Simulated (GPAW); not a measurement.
# Ge (Fmmm) in GPAW: further runs

The runs below take Ge through relaxation of cell and atoms, with PBEsol+D3(BJ), PBEsol+D3(BJ)+ATM.

All numbers are computed with GPAW 26.7.0; they aren't measurements. Logs are shortened: lines on timing, memory, paths and dates and some standing lists are left out, and cuts for length are marked. The log counts tension as positive stress, the text compression.

**1. The structure**

It takes space group Fmmm (No. 69, orthorhombic). Conventional cell: a = 5.261 Å, b = 5.771 Å, c = 10.231 Å, α = 90.00°, β = 90.00°, γ = 90.00°. Ge (site symmetry m2m) is surrounded by 5 Ge at 2.61 to 2.73 Å. Ge (site symmetry mm2) is surrounded by 6 Ge at 2.71 to 2.96 Å.

This isn't the form of Ge at room conditions, which is diamond.

**2. Relaxation of cell and atoms, PBEsol+D3(BJ)**

run.py

```python
from ase import Atoms
from ase.calculators.mixing import SumCalculator
from ase.filters import FrechetCellFilter
from ase.io import write
from ase.optimize import BFGS
from dftd3.ase import DFTD3
from gpaw import GPAW, PW, setup_paths

setup_paths.insert(0, '.')

atoms = Atoms(['Ge', 'Ge', 'Ge', 'Ge'],
              cell=[[0.0, 2.88574, 5.115665],
                    [2.630497, 0.0, 5.115665],
                    [2.630497, 2.88574, 0.0]],
              scaled_positions=[[0.72649, 0.27351, 0.72649],
                                [0.27351, 0.72649, 0.27351],
                                [0.218133, 0.218133, 0.781867],
                                [0.781867, 0.781867, 0.218133]],
              pbc=True)

calc = GPAW(mode=PW(600),
            xc='PBEsol',
            kpts={'size': (5, 5, 5), 'gamma': True},
            occupations={'name': 'fermi-dirac', 'width': 0.05},
            nbands=18,
            convergence={'density': 1e-05, 'forces': 0.0001},
            maxiter=150,
            txt='gpaw.txt')
atoms.calc = SumCalculator([calc, DFTD3(method='pbesol', damping='d3bj')])
opt = BFGS(FrechetCellFilter(atoms), trajectory='relax.traj', logfile='-')
done = opt.run(fmax=0.02, steps=60)
calc.write('gs.gpw')
write('result.traj', atoms)
print('Converged:', done)
print('Cell:', atoms.cell.cellpar().round(4))
print('Volume:', round(atoms.get_volume(), 4))
print(atoms.get_scaled_positions().round(5))
```

Potentials or basis: PAW data sets generated in the run's folder for this functional, pw.

The run is started by

```
$ gpaw-setup -f PBEsol Ge
$ OMP_NUM_THREADS=1 python run.py
```

gpaw.txt:

```text
__  _  _
 | _ |_)|_||  |
 |__||  | ||/\| - 26.7.0

Input parameters:
  mode=PW(ecut=600.0),
  convergence={'density': 1e-05, 'forces': 0.0001},
  kpts=MonkhorstPack(size=(5, 5, 5), gamma=True),
  maxiter=150,
  nbands=18,
  occupations=Occupations(name='fermi-dirac', width=0.05),
  xc=XC(name='PBEsol')

Diagonalizing LCAO Hamiltonian
Converting LCAO to pw mode

        Ge

         Ge

       Ge

        Ge

Atoms  # Å, Bohr magnetons
|   | symbol |        x |        y |        z |    initial magnetic moments |
|---|--------|----------|----------|----------|-----------------------------|
| 0 |     Ge | 2.630497 | 4.192923 | 5.115665 | ( 0.0000,  0.0000,  0.0000) |
| 1 |     Ge | 2.630497 | 1.578557 | 5.115665 | ( 0.0000,  0.0000,  0.0000) |
| 2 |     Ge | 2.630497 | 2.885740 | 2.231791 | ( 0.0000,  0.0000,  0.0000) |
| 3 |     Ge | 2.630497 | 2.885740 | 7.999539 | ( 0.0000,  0.0000,  0.0000) |

Unit cell  # Å
| periodic |        x |        y |        z |  lengths |    angles |
|----------|----------|----------|----------|----------|-----------|
|      yes | 0.000000 | 2.885740 | 5.115665 | 5.873459 | 72.057534 |
|      yes | 2.630497 | 0.000000 | 5.115665 | 5.752351 | 68.709205 |
|      yes | 2.630497 | 2.885740 | 0.000000 | 3.904742 | 39.233262 |

Number of symmetries: 8
Symmetry operations  # r_c * U_cc + t_c -> r_c
|   | kind |            matrix            |
|---|------|------------------------------|
| 0 |  σ   |  1, 0, 0,  1, 0,-1,  1,-1, 0 |
| 1 |  E   |  1, 0, 0,  0, 1, 0,  0, 0, 1 |
| 2 |  C2  |  0, 1,-1,  1, 0,-1,  0, 0,-1 |
| 3 |  σ   |  0, 1,-1,  0, 1, 0, -1, 1, 0 |
| 4 |  C2  |  0,-1, 1,  0,-1, 0,  1,-1, 0 |
| 5 |  σ   |  0,-1, 1, -1, 0, 1,  0, 0, 1 |
| 6 |  i   | -1, 0, 0,  0,-1, 0,  0, 0,-1 |
| 7 |  C2  | -1, 0, 0, -1, 0, 1, -1, 1, 0 |
[... 191 lines left out ...]
Atoms  # Å, Bohr magnetons
|   | symbol |        x |        y |        z |    initial magnetic moments |
|---|--------|----------|----------|----------|-----------------------------|
| 0 |     Ge | 2.623374 | 4.180260 | 5.100811 | ( 0.0000,  0.0000,  0.0000) |
| 1 |     Ge | 2.623374 | 1.574447 | 5.100811 | ( 0.0000,  0.0000,  0.0000) |
| 2 |     Ge | 2.623374 | 2.877354 | 2.224125 | ( 0.0000,  0.0000,  0.0000) |
| 3 |     Ge | 2.623374 | 2.877354 | 7.977497 | ( 0.0000,  0.0000,  0.0000) |

Unit cell  # Å
| periodic |         x |         y |         z |  lengths |    angles |
|----------|-----------|-----------|-----------|----------|-----------|
|      yes | -0.000000 |  2.877354 |  5.100811 | 5.856401 | 72.052643 |
|      yes |  2.623374 | -0.000000 |  5.100811 | 5.735884 | 68.711259 |
|      yes |  2.623374 |  2.877354 | -0.000000 | 3.893745 | 39.236098 |

Number of symmetries: 8
Symmetry operations  # r_c * U_cc + t_c -> r_c
|   | kind |            matrix            |
|---|------|------------------------------|
| 0 |  σ   |  1, 0, 0,  1, 0,-1,  1,-1, 0 |
| 1 |  E   |  1, 0, 0,  0, 1, 0,  0, 0, 1 |
| 2 |  C2  |  0, 1,-1,  1, 0,-1,  0, 0,-1 |
| 3 |  σ   |  0, 1,-1,  0, 1, 0, -1, 1, 0 |
| 4 |  C2  |  0,-1, 1,  0,-1, 0,  1,-1, 0 |
| 5 |  σ   |  0,-1, 1, -1, 0, 1,  0, 0, 1 |
| 6 |  i   | -1, 0, 0,  0,-1, 0,  0, 0,-1 |
| 7 |  C2  | -1, 0, 0, -1, 0, 1, -1, 1, 0 |
[... 159 lines left out ...]
|         16 |        15.364 |     0.000 |
|         17 |        15.958 |     0.000 |

No gap
No difference between direct/indirect transitions

Stress tensor  # eV/Ang^3
|         x |         y |        z |
|-----------|-----------|----------|
|  0.019213 | -0.000000 | 0.000000 |
| -0.000000 |  0.021346 | 0.000000 |
|  0.000000 |  0.000000 | 0.021727 |

Forces  # eV/Ang
|       x |        y |        z |
|---------|----------|----------|
| 0.00000 | -0.03472 | -0.00000 |  # Ge   0
| 0.00000 |  0.03472 |  0.00000 |  # Ge   1
| 0.00000 |  0.00000 | -0.07491 |  # Ge   2
| 0.00000 |  0.00000 |  0.07491 |  # Ge   3
[... 11 lines left out ...]
Atoms  # Å, Bohr magnetons
|   | symbol |        x |        y |        z |    initial magnetic moments |
|---|--------|----------|----------|----------|-----------------------------|
| 0 |     Ge | 2.544594 | 4.041584 | 4.936882 | ( 0.0000,  0.0000,  0.0000) |
| 1 |     Ge | 2.544594 | 1.530013 | 4.936882 | ( 0.0000,  0.0000,  0.0000) |
| 2 |     Ge | 2.544594 | 2.785798 | 2.140077 | ( 0.0000,  0.0000,  0.0000) |
| 3 |     Ge | 2.544594 | 2.785798 | 7.733687 | ( 0.0000,  0.0000,  0.0000) |

Unit cell  # Å
| periodic |        x |         y |         z |  lengths |    angles |
|----------|----------|-----------|-----------|----------|-----------|
|      yes | 0.000000 |  2.785798 |  4.936882 | 5.668640 | 72.001948 |
|      yes | 2.544594 | -0.000000 |  4.936882 | 5.554076 | 68.724417 |
|      yes | 2.544594 |  2.785798 | -0.000000 | 3.773014 | 39.273635 |

Number of symmetries: 8
Symmetry operations  # r_c * U_cc + t_c -> r_c
|   | kind |            matrix            |
|---|------|------------------------------|
| 0 |  σ   |  1, 0, 0,  1, 0,-1,  1,-1, 0 |
| 1 |  E   |  1, 0, 0,  0, 1, 0,  0, 0, 1 |
| 2 |  C2  |  0, 1,-1,  1, 0,-1,  0, 0,-1 |
| 3 |  σ   |  0, 1,-1,  0, 1, 0, -1, 1, 0 |
| 4 |  C2  |  0,-1, 1,  0,-1, 0,  1,-1, 0 |
| 5 |  σ   |  0,-1, 1, -1, 0, 1,  0, 0, 1 |
| 6 |  i   | -1, 0, 0,  0,-1, 0,  0, 0,-1 |
| 7 |  C2  | -1, 0, 0, -1, 0, 1, -1, 1, 0 |
[... 2713 lines left out ...]
SCF iterations
|iter     | |      energy | eigst |  dens |force |
|---------|-|-------------|-------|-------|------|
|iter:   1| |  -19.023955 | -1.62 |       |      |
|iter:   2| |  -19.014177 | -4.06 | -1.51 |      |
|iter:   3| |  -18.974924 | -3.17 | -1.55 |      |
|iter:   4| |  -18.973799 | -4.67 | -2.26 |      |
|iter:   5| |  -18.973808c| -6.07 | -2.90 |      |
|iter:   6| |  -18.973787c| -6.82 | -3.31 |      |
|iter:   7| |  -18.973789c| -7.92c| -3.71 |      |
|iter:   8| |  -18.973789c| -8.65c| -4.84 |      |
|iter:   9| |  -18.973789c| -9.43c| -5.50c|      |
|iter:  10| |  -18.973789c|-10.13c| -6.14c|-5.03c|

Converged in 10 steps
Energy contributions relative to reference atoms: (reference = -228223.039753)

Energy contributions:
  Kinetic:          45.086411
  Coulomb:         -38.735142
  Zero:             -0.018700
  External:          0.000000
  Xc:              -25.297385
  Entropy:          -0.017945
  Spinorbit:         0.000000
  ----------------------------
  Free energy:     -18.982761
  Extrapolated:    -18.973789
[... 189 lines left out ...]
SCF iterations
|iter     | |      energy | eigst |  dens |force |
|---------|-|-------------|-------|-------|------|
|iter:   1| |  -19.046686 | -1.42 |       |      |
|iter:   2| |  -19.035683 | -3.88 | -1.42 |      |
|iter:   3| |  -18.984908 | -3.08 | -1.45 |      |
|iter:   4| |  -18.983473 | -4.38 | -2.22 |      |
|iter:   5| |  -18.983396c| -5.71 | -2.82 |      |
|iter:   6| |  -18.983392c| -6.69 | -3.16 |      |
|iter:   7| |  -18.983393c| -7.81c| -3.62 |      |
|iter:   8| |  -18.983393c| -8.46c| -4.69 |      |
|iter:   9| |  -18.983393c| -9.27c| -5.40c|      |
|iter:  10| |  -18.983393c|-10.10c| -6.05c|-5.07c|

Converged in 10 steps
Energy contributions relative to reference atoms: (reference = -228223.039753)

Energy contributions:
  Kinetic:          44.492568
  Coulomb:         -38.204356
  Zero:             -0.018690
  External:          0.000000
  Xc:              -25.244957
  Entropy:          -0.015915
  Spinorbit:         0.000000
  ----------------------------
  Free energy:     -18.991351
  Extrapolated:    -18.983393
[... 1486 lines left out ...]
SCF iterations
|iter     | |      energy | eigst |  dens |force |
|---------|-|-------------|-------|-------|------|
|iter:   1| |  -18.998858 | -2.84 |       |      |
|iter:   2| |  -18.998672 | -5.16 | -2.29 |      |
|iter:   3| |  -18.997745c| -4.86 | -2.32 |      |
|iter:   4| |  -18.997717c| -5.97 | -3.01 |      |
|iter:   5| |  -18.997718c| -7.32 | -3.70 |      |
|iter:   6| |  -18.997718c| -8.20c| -4.10 |      |
|iter:   7| |  -18.997718c| -8.78c| -4.85 |      |
|iter:   8| |  -18.997718c| -9.43c| -5.49c|      |
|iter:   9| |  -18.997718c|-10.07c| -6.23c|-4.73c|

Converged in 9 steps
Energy contributions relative to reference atoms: (reference = -228223.039753)

Energy contributions:
  Kinetic:          45.628079
  Coulomb:         -39.158913
  Zero:             -0.018861
  External:          0.000000
  Xc:              -25.441189
  Entropy:          -0.013668
  Spinorbit:         0.000000
  ----------------------------
  Free energy:     -19.004552
  Extrapolated:    -18.997718
[... 621 lines left out ...]
SCF iterations
|iter     | |      energy | eigst |  dens |force |
|---------|-|-------------|-------|-------|------|
|iter:   1| |  -19.016924 | -1.45 |       |      |
|iter:   2| |  -19.014773 | -3.74 | -1.67 |      |
|iter:   3| |  -19.001399 | -3.71 | -1.70 |      |
|iter:   4| |  -19.001149 | -5.02 | -2.39 |      |
|iter:   5| |  -19.001165c| -6.62 | -3.02 |      |
|iter:   6| |  -19.001165c| -7.29 | -3.64 |      |
|iter:   7| |  -19.001165c| -7.70c| -4.32 |      |
|iter:   8| |  -19.001165c| -8.45c| -4.92 |      |
|iter:   9| |  -19.001165c| -9.34c| -5.52c|      |
|iter:  10| |  -19.001165c|-10.04c| -6.34c|-4.63c|

Converged in 10 steps
Energy contributions relative to reference atoms: (reference = -228223.039753)

Energy contributions:
  Kinetic:          46.173026
  Coulomb:         -39.612539
  Zero:             -0.019069
  External:          0.000000
  Xc:              -25.536478
  Entropy:          -0.012210
  Spinorbit:         0.000000
  ----------------------------
  Free energy:     -19.007270
  Extrapolated:    -19.001165
[... 469 lines left out ...]
Forces  # eV/Ang
|        x |        y |        z |
|----------|----------|----------|
| -0.00000 |  0.00425 |  0.00000 |  # Ge   0
|  0.00000 | -0.00425 | -0.00000 |  # Ge   1
| -0.00000 |  0.00000 | -0.00125 |  # Ge   2
|  0.00000 | -0.00000 |  0.00125 |  # Ge   3

# Writing to gs.gpw (mode='')
```

Run time: 12 min. Hardware: 1 thread of Arm Neoverse V1, shared host; peak memory 0.35 GiB.

What came out:

```yaml
Free_energy: -20.4100 eV
Relaxed_volume: 17.67 Å³/atom
Relaxed_cell: a = 5.437 Å, b = 5.273 Å, c = 3.945 Å, α = 70.62°, β = 66.19°, γ = 43.19°
Space_group_after_relaxing_to_0.05_Å: Cmmm (No. 65)
Energy_gained_by_relaxing: 50.1 meV/atom
Ionic_steps: 28
Pressure_after_relaxing: 0.0 GPa
Largest_force_after_relaxing: 0.004 eV/Å
Band_gap_on_the_k_mesh: none (metal or under the smearing width)
Dispersion_energy_per_atom: -0.349 eV
```

Forces on the atoms (eV/Å):
```
Ge   0.000  0.004  0.000
Ge   0.000 -0.004  0.000
Ge   0.000  0.000 -0.001
Ge   0.000  0.000  0.001
```

Step by step:
```tsv
step	energy change (eV)	largest force (eV/Å)	pressure (GPa)	volume (Å³)
1	0.0000	0.0832	-6.57	77.67
2	-0.0265	0.0750	-6.08	77.01
3	-0.1480	0.0919	1.27	69.99
4	-0.1524	0.0509	-0.17	71.09
5	-0.1527	0.0508	-0.06	70.99
6	-0.1540	0.0397	0.27	70.68
7	-0.1550	0.0228	0.38	70.56
8	-0.1559	0.0118	0.26	70.61
9	-0.1562	0.0173	0.06	70.73
10	-0.1563	0.0196	-0.04	70.80
11	-0.1563	0.0215	-0.12	70.86
12	-0.1564	0.0241	-0.15	70.87
13	-0.1564	0.0310	-0.09	70.82
14	-0.1567	0.0533	0.07	70.73
15	-0.1641	0.1088	-0.03	70.79
16	-0.1737	0.2118	-0.24	70.79
17	-0.1801	0.2399	0.17	70.60
18	-0.1826	0.2249	0.13	70.69
19	-0.1879	0.1284	-0.25	70.92
20	-0.1913	0.0667	-0.27	70.90
21	-0.1920	0.0761	-0.10	70.77
22	-0.1923	0.0760	0.03	70.68
23	-0.1928	0.0710	0.21	70.55
24	-0.1941	0.0572	0.43	70.40
25	-0.1964	0.0317	0.57	70.32
26	-0.1991	0.0145	0.43	70.41
27	-0.2004	0.0106	0.14	70.60
28	-0.2006	0.0042	-0.01	70.70
```

Final structure:
```xyz
4
Lattice="0.0000 2.9428 4.5723 2.6271 0.0000 4.5723 2.6271 2.9428 0.0000" Properties=species:S:1:pos:R:3 pbc="T T T"
Ge    2.6271    4.4051    4.5723
Ge    2.6271    1.4805    4.5723
Ge    2.6271    2.9428    2.2764
Ge    2.6271    2.9428    6.8681
```

Caveat: later steps reuse the first step's grids; pairwise dispersion overbinds metals, which lowers pressure and volume; the program warned that so skewed a cell can give wrong results.

**3. Relaxation of cell and atoms, PBEsol+D3(BJ)+ATM**

Edit run.py of step 2 so:

```diff
@@ -28,3 +28,3 @@
             txt='gpaw.txt')
-atoms.calc = SumCalculator([calc, DFTD3(method='pbesol', damping='d3bj')])
+atoms.calc = SumCalculator([calc, DFTD3(damping='d3bj', params_tweaks=dict(method='pbesol', atm=True))])
 opt = BFGS(FrechetCellFilter(atoms), trajectory='relax.traj', logfile='-')
```

Potentials or basis: PAW data sets generated in the run's folder for this functional, pw.

The run is started by

```
$ gpaw-setup -f PBEsol Ge
$ OMP_NUM_THREADS=1 python run.py
```

Run time: 12 min. Hardware: 1 thread of Arm Neoverse V1, shared host; peak memory 0.31 GiB.

The run converged. Its results:

```yaml
Free_energy: -20.2959 eV
Relaxed_volume: 17.76 Å³/atom
Relaxed_cell: a = 5.631 Å, b = 5.536 Å, c = 3.818 Å, α = 71.35°, β = 68.68°, γ = 39.97°
Space_group_after_relaxing_to_0.05_Å: Fmmm (No. 69)
Energy_gained_by_relaxing: 37.9 meV/atom
Ionic_steps: 27
Pressure_after_relaxing: 0.0 GPa
Band_gap_on_the_k_mesh: none (metal or under the smearing width)
Dispersion_energy_per_atom: -0.327 eV
```

Forces on the atoms (eV/Å):
```
Ge   0.000  0.000  0.000
Ge   0.000  0.000  0.000
Ge   0.000  0.000  0.002
Ge   0.000  0.000 -0.002
```

Stress tensor (GPa, compression positive):
```
 0.01  0.00  0.00
 0.00  0.05  0.00
 0.00  0.00 -0.06
```

The path:
```tsv
step	energy change (eV)	largest force (eV/Å)	pressure (GPa)	volume (Å³)
1	0.0000	0.0832	-6.29	77.67
2	-0.0243	0.0753	-5.82	77.03
3	-0.1356	0.0805	1.16	70.36
4	-0.1393	0.0441	-0.15	71.36
5	-0.1396	0.0440	-0.06	71.28
6	-0.1408	0.0330	0.27	70.97
7	-0.1417	0.0179	0.36	70.86
8	-0.1424	0.0108	0.22	70.93
9	-0.1426	0.0150	0.05	71.05
10	-0.1426	0.0162	-0.04	71.11
11	-0.1427	0.0168	-0.12	71.15
12	-0.1426	0.0166	-0.14	71.16
13	-0.1426	0.0226	-0.09	71.11
14	-0.1425	0.0275	-0.03	71.06
15	-0.1426	0.0302	0.02	71.01
16	-0.1427	0.0323	0.09	70.96
17	-0.1430	0.0343	0.15	70.90
18	-0.1438	0.0458	0.28	70.79
19	-0.1156	0.0977	2.05	69.59
20	-0.1459	0.0453	0.24	70.84
21	-0.1478	0.0484	0.35	70.78
22	-0.1463	0.0551	0.45	70.74
23	-0.1506	0.0275	0.30	70.83
24	-0.1513	0.0266	0.20	70.91
25	-0.1515	0.0266	0.07	71.00
26	-0.1516	0.0220	0.05	71.02
27	-0.1518	0.0025	0.00	71.05
```

Final structure:
```
Ge
1.0
     0.00000    2.79587    4.88797
     2.59944    0.00000    4.88797
     2.59944    2.79587    0.00000
Ge
4
Direct
  0.73385 0.26615 0.73385
  0.26615 0.73385 0.26615
  0.23386 0.23386 0.76614
  0.76614 0.76614 0.23386
```

Levels at points of the mesh, in eV from the Fermi level:
```csv
k point,band 6,band 7,band 8,band 9,band 10,band 11
"(0.00, 0.00, 0.00)",-2.45,-2.27,-1.87,-1.79,3.24,3.49
```

Caveat: later steps reuse the first step's grids; pairwise dispersion overbinds metals, which lowers pressure and volume; the program warned that so skewed a cell can give wrong results.
